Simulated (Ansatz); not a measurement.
CdS (Hawleyite) in Ansatz: the effect of functional

The system is CdS (Hawleyite).

```
CELL_PARAMETERS angstrom
0.00000 2.91650 2.91650
2.91650 0.00000 2.91650
2.91650 2.91650 0.00000
ATOMIC_POSITIONS crystal
Cd 0.00000 0.00000 0.00000
S 0.75000 0.75000 0.75000
```

Alike in all runs:

- Program: Ansatz 0.2.0
- Task: single point
- Potentials or basis: all-electron PAW datasets made for the crystal
- k mesh: 4 × 4 × 4
- Occupations: fermi-dirac, width 0.05 eV
- Spin: no spin polarisation

Question: One run gave: gap on the mesh 2.85 eV. Which functional did it use?
A. PBE
B. PBE0
C. HSE06

Answer: B.

| functional | cutoff | gap on the mesh (eV) |
| --- | --- | --- |
| PBE | 260 eV | 1.13 |
| HSE06 | 290 eV | 2.18 |
| PBE0 | 290 eV | 2.85 |

Caveats: all runs use coarse meshes.

A k mesh can miss the band edges.

Not every run made on this cell is shown here.
